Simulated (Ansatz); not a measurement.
## The TiGe2N4 monolayer under a gate

Aim: charge, voltage and capacitance of the TiGe2N4 monolayer in a field-effect set-up.

Main program and level: Ansatz 0.2.0; plane-wave DFT, PBE-D3(BJ), Ansatz PAW, in the first sound run; inputs show where later runs differ.

### Step 1. The structure

The cell holds 7 atoms: 4 N, 2 Ge and 1 Ti. Cell: a = 3.020 Å, b = 3.020 Å, c = 45.602 Å, α = 90.0°, β = 90.0°, γ = 120.0°. Vacuum lies along c.

As a file:

```cif
data_structure
_symmetry_space_group_name_H-M 'P 1'
_symmetry_Int_Tables_number 1
_cell_length_a 3.0200
_cell_length_b 3.0200
_cell_length_c 45.6024
_cell_angle_alpha 90.000
_cell_angle_beta 90.000
_cell_angle_gamma 120.000
_cell_volume 360.19
loop_
_atom_site_label
_atom_site_type_symbol
_atom_site_fract_x
_atom_site_fract_y
_atom_site_fract_z
_atom_site_occupancy
N1 N 0.00000 0.00000 0.41993 1
Ge2 Ge 0.33333 0.66667 0.43282 1
N3 N 0.33333 0.66667 0.47317 1
Ti4 Ti 0.00000 0.00000 0.50000 1
N5 N 0.33333 0.66667 0.52683 1
Ge6 Ge 0.33333 0.66667 0.56718 1
N7 N 0.00000 0.00000 0.58007 1
```

### Step 2. Relaxation

The starting cell is a guess, so the in-plane lattice and the atoms are relaxed first, with the slab cut off from its images along the normal.

File input.yaml:

```yaml
crystal:
  lattice:
    - [3.02, 0.0, 0.0]
    - [-1.51, 2.6153967194, 0.0]
    - [0.0, 0.0, 45.6023765639]
  atoms:
    - { symbol: "N", position: [0.0, 0.0, 0.4199342544] }
    - { symbol: Ge, position: [0.3333333333, 0.6666666667, 0.4328231468] }
    - { symbol: "N", position: [0.3333333333, 0.6666666667, 0.4731719211] }
    - { symbol: Ti, position: [0.0, 0.0, 0.5] }
    - { symbol: "N", position: [0.3333333333, 0.6666666667, 0.5268280789] }
    - { symbol: Ge, position: [0.3333333333, 0.6666666667, 0.5671768532] }
    - { symbol: "N", position: [0.0, 0.0, 0.5800657456] }
  periodic: [true, true, false]
kpoints:
  mp_grid: { grid: [12, 12, 1] }
hamiltonian:
  xc: pbe
  dispersion: d3bj
scf:
  occupations: { method: fermi_dirac, width: 0.05 }
  convergence: { dr2_threshold: 1.0e-09 }
relax:
  f_tol: 0.004
  max_steps: 90
  cell: {}
output:
  write_potential: true
  write_density: true
  volumetric_format: npy
```

The run is started by

```bash
$ ansatz run input.yaml --threads 4 --pin off --max-ram 16384MiB --backend cpu --events-out ev --progress --plain --runs-dir out
```

Numbers of over 12 decimals in the logs are rounded to 6 here.

The program printed:

```text
Warning: relax.cell: scf.convergence.dr2_threshold = 1e-9 eV is looser than the 2.33822619111e-10 eV advised for a relaxation that steers and ends on the stress (1e-10 eV for each atom of the cell: 7, times the square of relax.cell.stress_2d_tol = 0.05 N/m over 17.3 Å (the atoms' height at the walk's start and 5 Å past either face), 2.890e-2 GPa, over a crystal's default 0.05). What an SCF threshold leaves in a stress goes as its square root, and in the free energy as the threshold itself, and one threshold admits the most on a small cell: [figures from the program's tests cut] Set scf.convergence.dr2_threshold to 2.33822619111e-10 eV or tighter. [rest of the remark cut]
Engine: ansatz 0.2.0, aarch64-unknown-linux-gnu
Pseudopotentials: kind: paw
Pseudopotential: N, paw, valence charge 5, recommended cutoff 420 eV (normal), N.paw.azcp
Pseudopotential: Ge, paw, valence charge 14, recommended cutoff 420 eV (normal), Ge.paw.azcp
Pseudopotential: Ti, paw, valence charge 12, recommended cutoff 420 eV (normal), Ti.paw.azcp
Functional definition: PBE
  parameter kappa = 0.804
  parameter beta = 0.066725
  exchange = pbe_x(kappa = kappa, mu = beta*pi^2/3)
  correlation = pbe_c(beta = beta)
Crystal: 7 atoms, lattice volume = 360.190 Å³
Basis set: ecut = 420 eV, 6909 PW (Γ), exchange–correlation on 48×48×640 points (8 copies of the dense FFT grid, shifted against one another)
Bands: 37, of which v1, the nominal top of the filled ones, is band 30 counted from 1 (29 counted from 0)
Symmetry: 12 space group operations
Space group: P-6m2 (ITA 187), of the structure as read, at distance tolerance 7.1e-5 Å
k-points: 19 of 144 (time reversal used)
Non-local potential: N, projectors of the file, l = 0: 2, l = 1: 2, l = 2: 1
Non-local potential: Ge, projectors of the file, l = 0: 2, l = 1: 2, l = 2: 3, l = 3: 1
Non-local potential: Ti, projectors of the file, l = 0: 3, l = 1: 2, l = 2: 3, l = 3: 1
PAW form: soft (Blöchl's): semilocal exchange-correlation on the pseudo side does not see the compensation charge
PAW one-centre angular grid: N, 110 points (default); XC on 64 Gauss nodes
PAW one-centre angular grid: Ge, 590 points (default); XC on 64 Gauss nodes
PAW one-centre angular grid: Ti, 590 points (default); XC on 64 Gauss nodes
Initial density: superposition of atomic densities (neutral atoms: chi_scale 0, normalization atom), corrected by the library's trained network
Initial wavefunctions: pseudopotential atomic-orbital guess
Functional: x = pbe(κ = 0.804, μ = 0.219515), c = pbe(β = 0.066725)
SCF iter   1: F=—  HF=-12629.600515 eV  |F-HF|=—  |Δ(HF+E_count)|=         —  Δρ=2.39e-3  dr2=5.10e-2  ethr=1.77e-3  ⟨swp⟩=10.8  Hψ=4202  notcnv=0  defer=18
preconditioner: auto → Resta (q_TF=auto, 2.024 Å⁻¹)  ε∞=1.7  [insulator: Δε(μ)=1.449 eV  Ē_g=17.215 eV  σ=0.050 eV  W_gap=1.00  n_scr=28 (ndim 8)  ℏωp=14.1 eV  f_vac=0.767  D(μ)=0.00/eV (n_scr^D=0)  ε∞_Penn≈1.7  vacuum switching on, ρ_ref=2.1e-2 e/Å³]
SCF iter   2: F=—  HF=-12629.605145 eV  |F-HF|=—  |Δ(HF+E_count)|=   4.63e-3  Δρ=3.76e-3  dr2=9.80e-2  ethr=8.50e-5  ⟨swp⟩=3.8  Hψ=1767  notcnv=0  defer=35
SCF iter   3: F=—  HF=-12629.595277 eV  |F-HF|=—  |Δ(HF+E_count)|=   9.87e-3  Δρ=1.38e-3  dr2=1.10e-2  ethr=8.50e-5  ⟨swp⟩=2.9  Hψ=1106  notcnv=0  defer=35
SCF iter   4: F=—  HF=-12629.595937 eV  |F-HF|=—  |Δ(HF+E_count)|=   6.60e-4  Δρ=5.97e-4  dr2=2.05e-3  ethr=1.84e-5  ⟨swp⟩=2.9  Hψ=1149  notcnv=0  defer=35
SCF iter   5: F=—  HF=-12629.595817 eV  |F-HF|=—  |Δ(HF+E_count)|=   1.19e-4  Δρ=1.50e-4  dr2=4.56e-5  ethr=3.42e-6  ⟨swp⟩=3.2  Hψ=1168  notcnv=0  defer=35
SCF iter   6: F=—  HF=-12629.595797 eV  |F-HF|=—  |Δ(HF+E_count)|=   2.07e-5  Δρ=5.82e-5  dr2=5.78e-6  ethr=7.60e-8  ⟨swp⟩=3.2  Hψ=1503  notcnv=0  defer=35
SCF iter   7: F=—  HF=-12629.595801 eV  |F-HF|=—  |Δ(HF+E_count)|=   3.85e-6  Δρ=9.65e-6  dr2=2.52e-7  ethr=9.64e-9  ⟨swp⟩=3.0  Hψ=1421  notcnv=0  defer=35
SCF iter   8: F=—  HF=-12629.595859 eV  |F-HF|=—  |Δ(HF+E_count)|=   5.86e-5  Δρ=3.86e-6  dr2=4.41e-8  ethr=4.21e-10  ⟨swp⟩=3.4  Hψ=1590  notcnv=0  defer=35
SCF iter   9: F=—  HF=-12629.595859 eV  |F-HF|=—  |Δ(HF+E_count)|=   1.17e-7  Δρ=1.04e-6  dr2=2.80e-9  ethr=7.35e-11  ⟨swp⟩=3.7  Hψ=1482  notcnv=0  defer=35
SCF iter  10: F=-12629.595859 eV  HF=-12629.595859 eV  |F-HF|=4.91e-11  |Δ(HF+E_count)|=   2.22e-8  Δρ=3.24e-7  dr2=2.20e-10  ethr=1.67e-12  ⟨swp⟩=11.9  Hψ=5382  notcnv=0
SCF 1 converged in 10 iterations: F = -12629.595859 eV  dr2 = 2.20e-10
  greatest PAW one-centre occupation: 0.999 electrons in one spin orbital (limit 2), on the Ti atom at site 3 (counted from 0), in its partial waves of l = 0
relax step   1: F+E_penalty+E_count = -12629.59585937 eV  Δ(F+E_penalty+E_count) = +0.000e0 eV  max|allowed force component| = 2.146e0 eV/Å  Δτ_max = 0.0000 Å  P = +3.212 N/m  Ω = 360.190 Å³  fix = [c, alpha, beta]  reactions: c +0.000 N/m  (10 SCF iters, accepted)
Crystal: 7 atoms, lattice volume = 366.973 Å³
Basis set: ecut = 420 eV, 7101 PW (Γ), exchange–correlation on 48×48×640 points (8 copies of the dense FFT grid, shifted against one another)
Initial density: handed on by an earlier stage of this run
Initial wavefunctions: those handed on with the density
iter 1 solved again at ethr=5.67e-4 eV; its pass at ethr=3.10e-3 eV (dr2=3.40e-1 eV) is discarded
SCF iter   1: F=—  HF=-12629.785836 eV  |F-HF|=—  |Δ(HF+E_count)|=         —  Δρ=1.01e-2  dr2=3.36e-1  ethr=5.67e-4  ⟨swp⟩=2.5  Hψ=4792  notcnv=0
preconditioner: auto → Resta (q_TF=auto, 2.017 Å⁻¹)  ε∞=1.7  [insulator: Δε(μ)=1.083 eV  Ē_g=17.090 eV  σ=0.050 eV  W_gap=1.00  n_scr=28 (ndim 8)  ℏωp=14.0 eV  f_vac=0.775  D(μ)=0.00/eV (n_scr^D=0)  ε∞_Penn≈1.7  vacuum switching on, ρ_ref=2.1e-2 e/Å³]
SCF iter   2: F=—  HF=-12629.765824 eV  |F-HF|=—  |Δ(HF+E_count)|=   2.00e-2  Δρ=7.43e-3  dr2=3.24e-1  ethr=5.60e-4  ⟨swp⟩=4.5  Hψ=1388  notcnv=0
SCF iter   3: F=—  HF=-12629.721785 eV  |F-HF|=—  |Δ(HF+E_count)|=   4.40e-2  Δρ=4.16e-3  dr2=5.13e-2  ethr=5.40e-4  ⟨swp⟩=3.6  Hψ=1179  notcnv=0  defer=32
SCF iter   4: F=—  HF=-12629.717550 eV  |F-HF|=—  |Δ(HF+E_count)|=   4.24e-3  Δρ=1.68e-3  dr2=8.68e-3  ethr=8.54e-5  ⟨swp⟩=2.4  Hψ=1108  notcnv=0  defer=32
SCF iter   5: F=—  HF=-12629.717320 eV  |F-HF|=—  |Δ(HF+E_count)|=   2.30e-4  Δρ=3.42e-4  dr2=5.23e-4  ethr=1.45e-5  ⟨swp⟩=2.6  Hψ=1286  notcnv=0  defer=32
SCF iter   6: F=—  HF=-12629.717319 eV  |F-HF|=—  |Δ(HF+E_count)|=   2.00e-7  Δρ=1.97e-4  dr2=1.45e-4  ethr=8.71e-7  ⟨swp⟩=3.1  Hψ=1171  notcnv=0  defer=32
SCF iter   7: F=—  HF=-12629.717303 eV  |F-HF|=—  |Δ(HF+E_count)|=   1.65e-5  Δρ=4.83e-5  dr2=6.72e-6  ethr=2.41e-7  ⟨swp⟩=3.0  Hψ=1158  notcnv=0  defer=32
[...]
SCF 3 converged in 10 iterations: F = -12629.763722 eV  dr2 = 3.52e-10
relax step   3: F+E_penalty+E_count = -12629.76372164 eV  Δ(F+E_penalty+E_count) = -4.630e-2 eV  max|allowed force component| = 1.467e-1 eV/Å  Δτ_max = 0.0713 Å  P = +0.544 N/m  Ω = 363.860 Å³  energy of the carried Pulay correction = -2.359e-3 eV  fix = [c, alpha, beta]  reactions: c +0.000 N/m  (10 SCF iters, accepted)
[...]
relax step   4: F+E_penalty+E_count = -12629.76573252 eV  Δ(F+E_penalty+E_count) = -2.011e-3 eV  max|allowed force component| = 2.921e-2 eV/Å  Δτ_max = 0.0124 Å  P = +0.286 N/m  Ω = 363.893 Å³  energy of the carried Pulay correction = -2.380e-3 eV  fix = [c, alpha, beta]  reactions: c +0.000 N/m  (10 SCF iters, accepted)
[...]
relax step   5: F+E_penalty+E_count = -12629.76571114 eV  Δ(F+E_penalty+E_count) = +2.137e-5 eV  max|allowed force component| = 1.154e-2 eV/Å  Δτ_max = 0.0023 Å  P = +0.023 N/m  Ω = 364.129 Å³  energy of the carried Pulay correction = -2.531e-3 eV  fix = [c, alpha, beta]  reactions: c +0.000 N/m  (8 SCF iters, accepted)
[...]
relax step   6: F+E_penalty+E_count = -12629.76568131 eV  Δ(F+E_penalty+E_count) = +2.983e-5 eV  max|allowed force component| = 3.772e-4 eV/Å  Δτ_max = 0.0004 Å  P = -0.004 N/m  Ω = 364.185 Å³  energy of the carried Pulay correction = -2.567e-3 eV  fix = [c, alpha, beta]  reactions: c -0.000 N/m  (7 SCF iters, accepted)
[...]
relax step   7: F+E_penalty+E_count = -12629.76845620 eV  Δ(F+E_penalty+E_count) = -2.775e-3 eV  max|allowed force component| = 5.170e-4 eV/Å  Δτ_max = 0.0000 Å  P = +0.066 N/m  Ω = 364.185 Å³  fix = [c, alpha, beta]  reactions: c +0.000 N/m  stress off target by 6.58e-2 N/m on what of the cell is left free  SCF on the basis re-selected at this cell (its energy is not comparable with the rows above)  (7 SCF iters)
[...]
relax step   8: F+E_penalty+E_count = -12629.76840399 eV  Δ(F+E_penalty+E_count) = +5.221e-5 eV  max|allowed force component| = 6.664e-5 eV/Å  Δτ_max = 0.0001 Å  P = +0.001 N/m  Ω = 364.271 Å³  energy of the carried Pulay correction = -5.610e-5 eV  fix = [c, alpha, beta]  reactions: c +0.000 N/m  (6 SCF iters, accepted)
iter 1 solved again at ethr=5.47e-7 eV; its pass at ethr=3.10e-3 eV (dr2=3.28e-4 eV) is discarded
SCF iter   1: F=—  HF=-12629.768473 eV  |F-HF|=—  |Δ(HF+E_count)|=         —  Δρ=2.75e-6  dr2=2.34e-8  ethr=5.47e-7  ⟨swp⟩=5.3  Hψ=6848  notcnv=0
eigensolver tolerance schedule: the retry pair's looser diagonalisation over-reported the residual by 14027.19 of it (diagonalisation noise at an unbounded share of the residual, at the tolerance the schedule requests for it); recorded, not acted on — ethr = c·dr2/N_el stays at c = 1.0e-1
SCF iter   2: F=—  HF=-12629.768453 eV  |F-HF|=—  |Δ(HF+E_count)|=   2.04e-5  Δρ=3.05e-6  dr2=3.87e-8  ethr=3.90e-11  ⟨swp⟩=6.4  Hψ=2978  notcnv=0
SCF iter   3: F=—  HF=-12629.768453 eV  |F-HF|=—  |Δ(HF+E_count)|=   8.37e-9  Δρ=1.06e-6  dr2=5.67e-9  ethr=3.90e-11  ⟨swp⟩=2.9  Hψ=1257  notcnv=0
SCF iter   4: F=—  HF=-12629.768453 eV  |F-HF|=—  |Δ(HF+E_count)|=  5.68e-10  Δρ=9.43e-7  dr2=3.22e-9  ethr=9.46e-12  ⟨swp⟩=2.2  Hψ=1029  notcnv=0
SCF iter   5: F=-12629.768453 eV  HF=-12629.768453 eV  |F-HF|=4.78e-10  |Δ(HF+E_count)|=  7.44e-10  Δρ=4.67e-7  dr2=6.75e-10  ethr=1.67e-12  ⟨swp⟩=13.8  Hψ=6252  notcnv=0
SCF 9 converged in 5 iterations: F = -12629.768453 eV  dr2 = 6.75e-10
relax step   9: F+E_penalty+E_count = -12629.76845259 eV  Δ(F+E_penalty+E_count) = -4.860e-5 eV  max|allowed force component| = 6.252e-5 eV/Å  Δτ_max = 0.0000 Å  P = +0.001 N/m  Ω = 364.271 Å³  fix = [c, alpha, beta]  reactions: c +0.000 N/m  stress off target by 1.32e-3 N/m on what of the cell is left free  SCF on the basis re-selected at this cell (its energy is not comparable with the rows above)  (5 SCF iters)
basis re-selected at this cell: Δ(F+E_penalty+E_count) = -4.860e-5 eV, ΔP = +0.001 N/m vs the last step (what re-selecting the basis moved, of the pressure what is left beyond the Pulay correction that the steps carried, after the strain that the cell walked since its last selection, with what the two solves' SCF thresholds leave and, on support functions, any second-order correction that the steps lacked; it is no m [...]
WARN: The output density's exchange-correlation potential varies sharply where the density is thin. Do not read a vacuum level from v_tot or v_xc, or from such a field of the output density. On a cell that repeats whose density bears no net charge and no dipole along the vacuum's axis use v_es (v_loc + v_h of the components); under efield.dipole_correction with no amplitude use v_es + v_field, which holds any externa [...]
SCF converged after 5 iterations
Free energy (F): -12629.768453 eV
Harris-Foulkes:  -12629.768453 eV  (|F-HF|=4.78e-10)
Internal energy: -12629.768452 eV  (E = F + TS)
E sigma→0 (E₀):  -12629.768452 eV
Entropy (-TS):   -0.000001 eV (-0.000 meV/atom)
Fermi energy:    -6.254382 eV
--- Per-component energies (eV) ---
  E_band       = -1396.151578
  E_kinetic    = 1019.206293
  E_local      = -347692.957270  (includes V_loc(G=0)·N_el)
  E_nonlocal   = 1034.159919
  E_hartree    = 172842.457476
  E_xc         = -489.541196
  E_vxc        = -557.888915  (∫ρ·V_xc dr)
  E_paw        = -5602.616659  (= ΣΔE_a)
  E_vpaw       = -883.584570  (= ΣTr[D̂ρ^β])
  E_aug_tail   = 0.000873  (compensation charges beyond the density's cutoff)
  E_ewald      = 166261.165691
  E_disp       = -1.643579  (pairwise vdW)
  E_smearing   = -0.000001  (= −TS)
  E_closure    = -0.000000  (closes the sum)
  Σ components = -12629.768453   (vs F -12629.768453, Δ=0.00e0)
--- Forces (eV/Å), atoms counted from 1 ---
  atom   1  N      0.00000000    -0.00000000     0.00006252
  atom   2  Ge    -0.00000000     0.00000000     0.00003780
  atom   3  N      0.00000000    -0.00000000    -0.00000074
  atom   4  Ti     0.00000000    -0.00000000    -0.00000000
  atom   5  N      0.00000000    -0.00000000     0.00000074
  atom   6  Ge    -0.00000000     0.00000000    -0.00003780
  atom   7  N      0.00000000    -0.00000000    -0.00006252
  max |Σ_I F_I| component: 8.88e-16 eV/Å
--- 2D stress c σ (N/m, compression-positive) ---
        0.001319       0.000000       0.000000
       -0.000000       0.001319      -0.000000
        0.000000      -0.000000       0.000000
  P = ½ c Tr σ = 0.0013 N/m
--- Band table (eV; the first three rows and the last of 19) ---
  k-point 0: bands = [... 26 lower, -8.3988, -7.4546, -7.4546, -7.0586, -5.0019, -3.4825, -3.3256, -2.7871, ... 3 higher]
  k-point 1: bands = [... 26 lower, -8.4673, -7.6347, -7.5607, -6.9037, -4.8007, -3.4228, -3.3248, -2.6513, ... 3 higher]
  k-point 2: bands = [... 26 lower, -8.4400, -7.9477, -7.8289, -6.9261, -4.8998, -3.3453, -3.2359, -2.6688, ... 3 higher]
  k-point 18: bands = [... 26 lower, -9.1614, -8.9026, -7.7159, -7.1586, -5.2197, -4.1065, -2.5340, -2.1173, ... 3 higher]
  the weakly bound empty levels are not read free of the cell's end (no_gap_told)
--- Relaxed structure (7 steps of the walk, 7 accepted, 2 SCFs on fresh bases) ---
  F+E_penalty+E_count = -12629.76845259 eV   max|allowed force component| = 6.252e-5 eV/Å   (the final SCF, on the basis selected at the relaxed cell)
  cell:  # Å, volume = 364.2711 Å³
    - [3.037060, 0, 0]
    - [-1.518530, 2.630171, 0]
    - [0, 0, 45.6023765639]
  atoms:
    - { symbol: N, position: [1.059282793725279e-17, -5.1318704924595023e-17, 0.420054] }
    - { symbol: Ge, position: [0.333333, 0.666667, 0.433722] }
    - { symbol: N, position: [0.333333, 0.666667, 0.474869] }
    - { symbol: Ti, position: [1.0573552618555018e-17, -5.135725556199064e-17, 0.5] }
    - { symbol: N, position: [0.333333, 0.666667, 0.525131] }
    - { symbol: Ge, position: [0.333333, 0.666667, 0.566278] }
    - { symbol: N, position: [1.0554277299857182e-17, -5.139580619938624e-17, 0.579946] }
```

Wall time 53 s (4 threads of Arm Neoverse V2, shared host); peak memory 0.83 GiB; 3.4 min of CPU time.

Relaxation path:

```
step  energy less that of the first step (eV)  largest force component (eV/Å)  volume (Å³)
   1                                   0.0000                          2.1460       360.19
   2                                  -0.1216                          0.3439       366.97
   3                                  -0.1679                          0.1467       363.86
   4                                  -0.1699                          0.0292       363.89
   5                                  -0.1699                          0.0115       364.13
   6                                  -0.1698                          0.0004       364.18
  7*                                  -0.1726                          0.0005       364.18
   8                                  -0.1725                          0.0001       364.27
  9*                                  -0.1726                          0.0001       364.27
```

Relaxation steps marked * repeat the geometry before them on a plane-wave basis chosen anew for their cell, so energy and pressure can jump there.

The run keeps the 12 symmetry operations that it works with, so distortions that break them were not tested.

```
cell as run  before  after  change
      a (Å)   3.020  3.037  +0.6 %
      b (Å)   3.020  3.037  +0.6 %
```

The atoms that moved most (Å, along periodic axes as changes of fractional coordinates times the final cell, across vacuum about the mean position):

```
atom     dx     dy      dz  length
  N3  0.000  0.000   0.077   0.077
  N5  0.000  0.000  -0.077   0.077
 Ge2  0.000  0.000   0.041   0.041
 Ge6  0.000  0.000  -0.041   0.041
  N1  0.000  0.000   0.005   0.005
  N7  0.000  0.000  -0.005   0.005
```

Final coordinates:

```xyz
7
Lattice="3.0371 0.0000 0.0000 -1.5185 2.6302 0.0000 0.0000 0.0000 45.6024" Properties=species:S:1:pos:R:3
N     0.0000    0.0000   19.1554
Ge    0.0000    1.7534   19.7788
N     0.0000    1.7534   21.6551
Ti    0.0000    0.0000   22.8012
N     0.0000    1.7534   23.9472
Ge    0.0000    1.7534   25.8236
N     0.0000    0.0000   26.4469
```

The lattice constant a goes from 3.020 to 3.037 Å.

(Part 1 of 4 ends here.)

[Logs are printed without paths, hosts, clocks, repeated set-up lines and the standing remarks that a program may print on its own settings, such as how far it seeks lower states.]

[Hosts, paths, dates, database ids (printed as entryN), source tags and the programs' standing remarks are cut or masked in the printed files.]

[Maps of the electrostatic potential energy from Ansatz leave out the sawtooth potential of an applied field or a dipole correction, so their vacuum need not be flat; planar profiles and work functions include it.]
